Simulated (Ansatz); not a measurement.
# Mo2COS MXene monolayer in a perpendicular field, part 2 of 2

Aim: how the Mo2COS MXene monolayer screens a field along its normal, and what the field does to its bands. A positive field points along +c.

Ansatz 0.2.0; plane-wave DFT, PBE-D3(BJ), Ansatz PAW (set soft_1); PAW set soft_1.

So far. Step 2 (Relaxation): The lattice constant a goes from 3.025 to 3.139 Å.

## (3) Single point, field 0

A sawtooth potential applies the field, turning back in the middle of the vacuum. With the dipole correction the typed value is the field outside the slab. The induced dipole is small, so the SCF threshold is tight.

The cell differs from the one that the last finished run ended in (c 41.351 → 22.957 Å).

The input, input.yaml:

```yaml
crystal:
  lattice:
    - [3.1386203047, 0.0, 0.0]
    - [-1.5693101524, 2.7181249167, 0.0]
    - [0.0, 0.0, 22.9571971019]
  atoms:
    - { symbol: S, position: [0.3333333333, 0.6666666667, 0.3920339212] }
    - { symbol: Mo, position: [0.6666666667, 0.3333333333, 0.4643841654] }
    - { symbol: C, position: [0.0, 0.0, 0.5126467707] }
    - { symbol: Mo, position: [0.3333333333, 0.6666666667, 0.5602961498] }
    - { symbol: O, position: [0.6666666667, 0.3333333333, 0.6079660788] }
kpoints:
  mp_grid: { grid: [18, 18, 1] }
  band_path:
    path: [[0, 0, 0], [0.5, 0, 0], [0.33333333, 0.33333333, 0], [0, 0, 0]]
    npoints: 16
hamiltonian:
  xc: pbe
  dispersion: d3bj
  pseudopotentials: { kind: paw, azcp: { folder: soft_1 } }
scf:
  occupations: { method: fermi_dirac, width: 0.02585 }
  convergence: { dr2_threshold: 1.0e-10 }
efield:
  axis: 3
  dipole_correction: true
  ramp_position: 0.97
  ramp_width: 0.06
  amplitude: 0
output:
  dos: { projected: true, e_range: [-6, 5] }
  write_potential: true
  write_density: true
  volumetric_format: npy
  elf: true
```

Command:

```
> ansatz run input.yaml --threads 2 --pin off --max-ram 3072MiB --backend cpu --events-out ev --progress --plain --runs-dir out
```

Numbers of over 12 decimals in the logs are rounded to 6 here.

Log:

```text
[...]
Crystal: 5 atoms, lattice volume = 195.852 Å³
Basis set: ecut = 420 eV, 3797 PW (Γ)
Bands: 27, of which v1, the nominal top of the filled ones, is band 22 counted from 1 (21 counted from 0)
Symmetry: 6 space group operations
[...]
k-points: 37 of 324 (time reversal used)
[...]
SCF iter   1: F=—  HF=-11642.370207 eV  |F-HF|=—  |Δ(HF+E_count)|=         —  Δρ=1.09e-1  dr2=3.09e1  ethr=3.10e-3  p=-0.000 e·Å  D=-5.31e-7 V/Å  ΔV_dip=0.00 eV  dr2_dipole=7.24e-4  V_vac-E_F(+/−)=5.74/5.74 eV  ⟨swp⟩=11.2  Hψ=6545  notcnv=0
efield: sawtooth ramp at fractional position 0.9700 (set: `efield.ramp_position`, or a place that a band, a saddle search or an elastic batch's reference lends), width 0.0600; the density the first Hamiltonian is built on has a dipole p = -0.000 e·Å; the dipole correction subtracts the counter field D = -5.31e-7 V/Å, which shifts the + side's vacuum level by +0.00 eV against the − side's; the planar-averaged density in the ramp window peaks in size at 1.5e-6 e/Å³
[...]
SCF iter   2: F=—  HF=-11641.320869 eV  |F-HF|=—  |Δ(HF+E_count)|=    1.05e0  Δρ=1.52e-1  dr2=5.70e1  ethr=3.10e-3  p=-0.050 e·Å  D=-4.62e-2 V/Å  ΔV_dip=1.06 eV  dr2_dipole=3.66e-1  V_vac-E_F(+/−)=6.36/5.30 eV  ⟨swp⟩=5.7  Hψ=3565  notcnv=0  defer=17
[...]
SCF iter  14: F=-11634.666319 eV  HF=-11634.666319 eV  |F-HF|=1.09e-11  |Δ(HF+E_count)|=  1.38e-10  Δρ=4.37e-8  dr2=3.47e-12  ethr=1.00e-12  p=-0.045 e·Å  D=-4.20e-2 V/Å  ΔV_dip=0.96 eV  dr2_dipole=2.72e-13  V_vac-E_F(+/−)=6.21/5.24 eV  ⟨swp⟩=4.8  Hψ=3424  notcnv=0
SCF 1 converged in 14 iterations: F = -11634.666319 eV  dr2 = 3.47e-12
[...]
NSCF: frozen V_eff on 49 k-points
efield: sawtooth ramp at fractional position 0.9700 (kept from the solve that this one continues, or follows in the run), width 0.0600; the density the first Hamiltonian is built on has a dipole p = -0.045 e·Å; the dipole correction subtracts the counter field D = -4.20e-2 V/Å, which shifts the + side's vacuum level by +0.96 eV against the − side's; the planar-averaged density in the ramp window peaks in size at 1.6e-6 e/Å³
[...]
SCF converged after 14 iterations
Free energy (F): -11634.666319 eV
[...]
Internal energy: -11634.659530 eV  (E = F + TS)
E sigma→0 (E₀):  -11634.662925 eV
Entropy (-TS):   -0.006789 eV (-1.358 meV/atom)
Fermi energy:    0.886005 eV
Dipole field:    D = -0.041958 V/Å  (p = -0.045413 e·Å, saw-weighted, corrected)
Work function:   Φ+ = 6.2057 eV   Φ− = 5.2425 eV
Levels:          The Fermi level and band energies are counted from a zero that moves with the ramp; work functions are not
[...]
--- Band table (eV; the first three rows and the last of 37) ---
  k-point 0: bands = [... 18 lower, -1.4587, -1.4587, 0.0215, 0.0855, 0.0855, 1.2178, 1.2178, 2.5182, ... 1 higher]
  k-point 1: bands = [... 18 lower, -1.5308, -1.5299, -0.3313, 0.1542, 0.3867, 1.2616, 1.2716, 2.6192, ... 1 higher]
  k-point 2: bands = [... 18 lower, -1.6467, -1.4525, -0.7043, 0.2471, 0.6315, 1.3649, 1.4745, 2.6239, ... 1 higher]
  k-point 36: bands = [... 18 lower, -3.1280, -3.1058, 0.2267, 0.3131, 0.7698, 1.9706, 2.5343, 2.7497, ... 1 higher]
```

Wall time 19 s (2 threads of Arm Neoverse V2, shared host); peak memory 0.53 GiB; 37 s of CPU time.

This step gave:

```yaml
energy_at_zero_smearing: -11634.6629 eV
work_function_upper_face: 6.206 eV
work_function_lower_face: 5.242 eV
dipole_along_the_normal: -0.04541 e·Å
step_between_the_vacuum_levels: 0.9632 eV
```

Running mean over a fixed 2.7 Å (it still follows the layers) of the planar mean; the ramp of the sawtooth is left out. Table of electron's electrostatic potential energy less the Fermi level by z:

| z (Å) | electron's electrostatic potential energy less the Fermi level (eV) |
| --- | --- |
| 3.5 | 5.24 |
| 4.0 | 5.24 |
| 4.5 | 5.24 |
| 5.0 | 5.24 |
| 5.5 | 5.24 |
| 6.0 | 5.21 |
| 6.5 | 5.07 |
| 7.0 | 4.42 |
| 7.5 | 2.35 |
| 8.0 | -0.256 |
| 8.5 | -2.43 |
| 9.0 | -5.46 |
| 9.5 | -9.56 |
| 10.0 | -11.9 |
| 10.5 | -12.5 |
| 11.0 | -13.4 |
| 11.5 | -15.2 |
| 12.0 | -15.3 |
| 12.5 | -14.0 |
| 13.0 | -12.5 |
| 13.5 | -9.78 |
| 14.0 | -5.90 |
| 14.5 | -1.27 |
| 15.0 | 2.37 |
| 15.5 | 4.85 |
| 16.0 | 5.99 |
| 16.5 | 6.17 |
| 17.0 | 6.20 |
| 17.5 | 6.20 |
| 18.0 | 6.21 |
| 18.5 | 6.21 |
| 19.0 | 6.21 |
| 19.5 | 6.21 |

The density of states has structure finer than the step of the table below, so its rows give means over 0.2 eV, whole bins alone (the curve runs from -6 to 1.69 eV). Peaks (eV: height): -5.56: 8.79, -5.04: 12.7, -4.48: 7.95, -4.21: 13.5, 1.22: 14.4, 1.47: 11.6, 1.55: 13.3.

Table of density of states by energy, zero at the Fermi level; means over each step:

energy (eV), density of states (states/eV a cell) and a bar from the least value:
```
     -5.8        3.7 #############
     -5.6        6.0 #########################
     -5.4        2.9 #########
     -5.2        2.8 #########
     -5.0        5.4 #######################
     -4.8        1.3 #
     -4.6        3.2 ###########
     -4.4        5.6 #######################
     -4.2        6.9 ##############################
     -4.0        3.4 ############
     -3.8        2.7 ########
     -3.6        1.8 ###
     -3.4        1.6 ##
     -3.2        2.0 ####
     -3.0        4.0 ###############
     -2.8        3.5 ############
     -2.6        3.5 ############
     -2.4        2.7 ########
     -2.2        1.3 #
     -2.0        1.9 ####
     -1.8        2.4 ######
     -1.6        1.7 ###
     -1.4        1.3 #
     -1.2        1.2 
     -1.0        1.7 ###
     -0.8        2.4 ######
     -0.6        2.4 ######
     -0.4        1.8 ####
     -0.2        1.6 ##
      0.0        2.1 #####
      0.2        2.5 #######
      0.4        5.3 ######################
      0.6        3.4 ############
      0.8        1.2 
      1.0        1.7 ###
      1.2        6.6 #############################
      1.4        6.5 ############################
```

Projected DOS per atom over height of the atomic layer and energy from the Fermi level. Layers: S Mo C Mo O from below.

Ten even steps from '0' (0.04 states/eV) to '9' (2.55 states/eV), each cell a mean:
```
29182
18171
01020
05090
03040
01020
12020
11020
00010
11011
22011
21001
43012
62102
21001
22012
34127
33139
11001
44322
24233
12332
```
Columns: height of the atomic layer (Å) from 9 to 14.0 (not evenly spaced); rows upwards: energy from the Fermi level (eV) from -5.96 to 1.69.

Electronic bands along the path, in eV, zero at the Fermi level:

| point | band 19 | band 20 | band 21 | band 22 | band 23 | band 24 | band 25 | band 26 |
| --- | --- | --- | --- | --- | --- | --- | --- | --- |
| Γ | -2.34 | -2.34 | -0.86 | -0.80 | -0.80 | 0.33 | 0.33 | 1.63 |
| halfway | -2.58 | -2.42 | -2.26 | -0.54 | 0.16 | 0.80 | 1.46 | 1.53 |
| M | -2.98 | -2.32 | -1.96 | 0.26 | 0.37 | 1.19 | 1.38 | 1.80 |
| halfway | -3.52 | -3.16 | -1.42 | 0.02 | 0.21 | 1.18 | 1.47 | 2.05 |
| K | -4.01 | -3.99 | -0.66 | -0.57 | -0.12 | 1.08 | 1.65 | 1.86 |
| halfway | -3.05 | -2.64 | -1.61 | -1.06 | 0.60 | 1.16 | 1.33 | 1.66 |
| Γ | -2.34 | -2.34 | -0.86 | -0.80 | -0.80 | 0.33 | 0.33 | 1.63 |

Electrostatic potential energy in the ca plane at fractional y = 0.333, with atoms of Mo and O within 0.2 Å of it. With pseudopotentials it is smooth inside the atoms' cores, unlike the true potential.

Values in eV, 5 rows by 16 columns, each cell a mean:
```
  7   6   6   6   6   6   5   0 -28 -27  -2  -5 -11   7   7   7
  7   6   6   6   6   6   5   0 -41 -39  -1 -12 -35   6   7   7
  7   6   6   6   6   6   5   0 -28 -27  -2  -6 -12   7   7   7
  7   6   6   6   6   6   2  -4  -3  -4  -8 -12   3   6   7   7
  7   6   6   6   6   6   2  -4  -2  -3  -8 -12   3   6   7   7
```
Columns run along c (16.0 Å, from fractional 0.08 to 0.78 of the cell; values clipped at the 3rd and 97th percentile), rows up along a (3.1 Å). Atoms in or near the plane, at fractional coordinates: Mo at (0.46, 0.67), O at (0.61, 0.67).

ELF in the ca plane at fractional y = 0.333, with atoms of Mo and O within 0.2 Å of it. It is the smooth field of the valence electrons, not physical close to the nuclei.

Values, 5 rows by 16 columns, each cell a mean:
```
0.00 0.00 0.00 0.00 0.07 0.33 0.34 0.57 0.33 0.20 0.60 0.68 0.15 0.00 0.00 0.00
0.00 0.00 0.00 0.00 0.01 0.08 0.30 0.60 0.40 0.19 0.62 0.77 0.25 0.01 0.00 0.00
0.00 0.00 0.00 0.01 0.08 0.33 0.35 0.57 0.33 0.20 0.60 0.68 0.15 0.00 0.00 0.00
0.00 0.00 0.00 0.03 0.35 0.72 0.59 0.24 0.49 0.28 0.21 0.16 0.02 0.00 0.00 0.00
0.00 0.00 0.00 0.03 0.36 0.74 0.60 0.23 0.50 0.28 0.19 0.15 0.01 0.00 0.00 0.00
```
Columns run along c (16.0 Å, from fractional 0.14 to 0.84 of the cell), rows up along a (3.1 Å). Atoms in or near the plane, at fractional coordinates: Mo at (0.46, 0.67), O at (0.61, 0.67).

Valence density in the ca plane at fractional y = 0.333, with atoms of Mo and O within 0.2 Å of it. It is the smooth field of the valence electrons, not physical close to the nuclei.

Ten steps, logarithmic in the rise over the least value, from '0' (0.0 e/Å³) to '9' (7.0 e/Å³), each cell a mean:
```
00000001233346775433345553100000000000000000
00000000122368997432347886310000000000000000
00000000112369998532348997310000000000000000
00000000122358997433346886310000000000000000
00000001233345665443444543100000000000000000
00000012344433344444554321000000000000000000
00000012344433334455554210000000000000000000
00000002344433444444543321000000000000000000
```
Columns run along c (16.0 Å, from fractional 0.24 to 0.93 of the cell), rows up along a (3.1 Å). Atoms in or near the plane, at fractional coordinates: Mo at (0.46, 0.67), O at (0.61, 0.67).

The work function of the upper face is 6.21 eV.

## (4) Single point, field 0.1 V/Å

Edit input.yaml of step 3 so:

```diff
@@ -26,7 +26,6 @@
   dipole_correction: true
-  ramp_position: 0.97
-  ramp_width: 0.06
-  amplitude: 0
+  ramp_position: 0.9286
+  ramp_width: 0.1259
+  amplitude: 0.1
 output:
-  dos: { projected: true, e_range: [-6, 5] }
   write_potential: true
@@ -34,2 +33 @@
   volumetric_format: npy
-  elf: true
```

Log:

```text
[...]
Crystal: 5 atoms, lattice volume = 195.852 Å³
Basis set: ecut = 420 eV, 3797 PW (Γ)
Bands: 27, of which v1, the nominal top of the filled ones, is band 22 counted from 1 (21 counted from 0)
Symmetry: 6 space group operations
[...]
k-points: 37 of 324 (time reversal used)
[...]
k-point 0: bands = [... 18 lower, -1.4542, -1.4542, 0.0290, 0.0888, 0.0888, 1.2221, 1.2221, 2.5242, ... 1 higher]
  k-point 1: bands = [... 18 lower, -1.5278, -1.5267, -0.3265, 0.1577, 0.3923, 1.2660, 1.2759, 2.6250, ... 1 higher]
  k-point 2: bands = [... 18 lower, -1.6436, -1.4534, -0.7001, 0.2508, 0.6368, 1.3696, 1.4789, 2.6261, ... 1 higher]
  k-point 36: bands = [... 18 lower, -3.1176, -3.1068, 0.2305, 0.3161, 0.7749, 1.9727, 2.5398, 2.7510, ... 1 higher]
[key lines of the parts left out:]
SCF converged after 14 iterations
Free energy (F): -11634.663304 eV
Fermi energy:    0.890317 eV
Dipole field:    D = -0.013742 V/Å  (p = -0.014874 e·Å, saw-weighted, corrected)
```

Wall time 19 s (2 threads); peak memory 0.5 GiB.

The dipole is -0.0149 e·Å, 0.0305 e·Å from its value without field.

## (5) Atoms held, field -0.1 V/Å

Edit input.yaml of step 4 so:

```diff
@@ -28,3 +28,3 @@
   ramp_width: 0.1259
-  amplitude: 0.1
+  amplitude: -0.1
 output:
```

Log:

```text
[...]
Crystal: 5 atoms, lattice volume = 195.852 Å³
Basis set: ecut = 420 eV, 3797 PW (Γ)
Bands: 27, of which v1, the nominal top of the filled ones, is band 22 counted from 1 (21 counted from 0)
Symmetry: 6 space group operations
[...]
k-points: 37 of 324 (time reversal used)
[...]
k-point 0: bands = [... 18 lower, -1.4475, -1.4475, 0.0297, 0.0978, 0.0978, 1.2292, 1.2292, 2.5278, ... 1 higher]
  k-point 1: bands = [... 18 lower, -1.5191, -1.5161, -0.3205, 0.1664, 0.3968, 1.2728, 1.2830, 2.6291, ... 1 higher]
  k-point 2: bands = [... 18 lower, -1.6342, -1.4360, -0.6926, 0.2590, 0.6419, 1.3759, 1.4857, 2.6374, ... 1 higher]
  k-point 36: bands = [... 18 lower, -3.1265, -3.0853, 0.2385, 0.3258, 0.7804, 1.9843, 2.5444, 2.7641, ... 1 higher]
[key lines of the parts left out:]
SCF converged after 13 iterations
Free energy (F): -11634.672387 eV
Fermi energy:    0.897377 eV
Dipole field:    D = -0.070154 V/Å  (p = -0.075931 e·Å, saw-weighted, corrected)
```

The job ended after 18 s (2 threads; peak memory 0.5 GiB; 36 s of CPU time).

The dipole is -0.0759 e·Å, -0.0305 e·Å from its value without field.

## (6) Response, atoms held

This step: plane-wave DFT, PBE-D3(BJ), Ansatz PAW (set soft_1); response to a field along the normal, atoms held; PAW set soft_1 (Ansatz 0.2.0).

The dipoles give the slope, and the difference of two potentials shows where the field is screened.

This step gave:

```
equivalent conductor thickness p/(ε₀AE) : 6.475 Å
distance between the outer atoms        : 4.957 Å
```

Dipole of the cell against applied field:

| applied field (V/Å) | dipole of the cell (e·Å) |
| --- | --- |
| -0.1000 | -0.0759 |
| 0.0000 | -0.0454 |
| 0.1000 | -0.0149 |

Local field over the applied field, running mean. From the potentials at -0.1 and 0.1 V/Å; running mean over 2.5 Å. Local field over applied field against z:

z (Å), local field over applied field and a bar:
```
      4.5      0.999 ##############################
      5.0      0.997 ##############################
      5.5      0.991 ##############################
      6.0      0.973 #############################
      6.5      0.926 ############################
      7.0      0.824 #########################
      7.5      0.669 ####################
      8.0      0.490 ##############
      8.5      0.307 #########
      9.0      0.159 ####
      9.5      0.072 ##
     10.0      0.030 
     10.5      0.014 
     11.0      0.014 
     11.5      0.014 
     12.0      0.014 
     12.5      0.033 #
     13.0      0.084 ##
     13.5      0.182 #####
     14.0      0.333 ##########
     14.5      0.507 ###############
     15.0      0.682 ####################
     15.5      0.832 #########################
     16.0      0.933 ############################
     16.5      0.978 #############################
     17.0      0.993 ##############################
     17.5      0.998 ##############################
     18.0      0.999 ##############################
     18.5      1.000 ##############################
```

Electrons, planar mean, per unit field. The induced electron density by z:

z (Å), induced electron density (e/Å³ per V/Å) and a bar from the least value:
```
     4.02    0.00000 ###############
     4.45    0.00000 ###############
     4.88    0.00001 ###############
     5.17    0.00002 ###############
     5.60    0.00005 ###############
     6.03    0.00013 ###############
     6.46    0.00032 ################
     6.89    0.00078 ##################
     7.17    0.00134 ####################
     7.60    0.00268 ##########################
     8.04    0.00372 ##############################
     8.47    0.00236 ########################
     8.90    0.00112 ###################
     9.33    0.00093 ###################
     9.61   -0.00005 ###############
    10.04   -0.00093 ###########
    10.47    0.00049 #################
    10.90    0.00039 #################
    11.34    0.00009 ###############
    11.62    0.00011 ###############
    12.05   -0.00033 ##############
    12.48   -0.00009 ###############
    12.91   -0.00064 ############
    13.34   -0.00018 ##############
    13.63   -0.00180 ########
    14.06   -0.00172 ########
    14.49   -0.00371 
    14.92   -0.00277 ####
    15.35   -0.00125 ##########
    15.78   -0.00048 #############
    16.07   -0.00025 ##############
    16.50   -0.00009 ###############
    16.93   -0.00003 ###############
    17.36   -0.00001 ###############
    17.79    0.00000 ###############
    18.08    0.00000 ###############
    18.51    0.00000 ###############
    18.94    0.00000 ###############
```

By hand: between -0.1 and 0.1 V/Å the dipole changes by 0.06106 e·Å, a slope of 0.3053 e·Å²/V. A perfect conductor of thickness t has p = ε₀AEt, so t = 180.95 × 0.3053 / 8.531 = 6.48 Å (e/ε₀ = 180.95 V·Å, A in Å²).

The induced dipole is that of a conductor 6.48 Å thick.

## (7) Outcome

| Item | Value |
| --- | --- |
| gap without field | none |
| work function, upper face | 6.21 eV |
| step between the vacuum levels | 0.963 eV |
| equivalent conductor thickness, atoms held | 6.48 Å |

In words: The induced dipole equals that of a perfect conductor 6.48 Å thick, while the outer atoms lie 4.96 Å apart. The two faces differ: the vacuum level above lies 0.96 eV higher than the one below. There is no gap over 0.03 eV, with or without the field. The main runs have no spin polarisation; a magnetic state could lie lower and would change these results. Spin-orbit coupling is left out, which matters for the bands of elements this heavy. The MXene's terminations sit over the metal atoms of its far layer; the site over carbon or nitrogen, which some compounds prefer, was not run.

[Logs are printed without paths, hosts, clocks, repeated set-up lines and the standing remarks that a program may print on its own settings, such as how far it seeks lower states.]

[Hosts, paths, dates, database ids (printed as entryN), source tags and the programs' standing remarks are cut or masked in the printed files.]

[Maps of the electrostatic potential energy from Ansatz leave out the sawtooth potential of an applied field or a dipole correction, so their vacuum need not be flat; planar profiles and work functions include it.]

[The density of states shown here was stored with 400 of the rows of the run's finer table, so its peaks can read low, often by over a quarter, or be missed, and its means over a window can be off by a tenth or more.]
